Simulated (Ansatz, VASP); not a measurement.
## AlN in VASP and in Ansatz

```xyz
2
Lattice="0.0000 2.1249 2.1249 2.1249 0.0000 2.1249 2.1249 2.1249 0.0000" Properties=species:S:1:pos:R:3 pbc="T T T"
Al    0.0000    0.0000    0.0000
N     2.1249    2.1249    2.1249
```

Change from the starting cell: hydrostatic strain +5.2%.

Alike in both runs: task single point; functional HSE06; k mesh 8 × 8 × 8; no spin polarisation.

```csv
,VASP,Ansatz
version,VASP 6.6.1,Ansatz 0.2.0
potentials or method,"VASP PAW PBE potentials, release 64 (Al, N)","plane waves, PAW"
plane-wave cutoff (eV),520,420
occupations,"gaussian, width 0.01 eV",fixed
valence electrons in the cell,8,8
```

|  | VASP | Ansatz | Ansatz less VASP |
| --- | --- | --- | --- |
| gap on the k mesh at the Fermi level (eV) | 4.48 | 4.54 | +0.060 |
| pressure (GPa) | -32.5 | -32.6 | -0.08 |

Ansatz warned: «stress_exchange_threshold_loose».

Caveats: the cell as given lies far from equilibrium; so large a pressure means that the cell lies far from this level's equilibrium, or that cutoff or potentials fall short (VASP); the potentials were made for another functional, which shifts forces and pressure (VASP). A k mesh can miss the band edges.
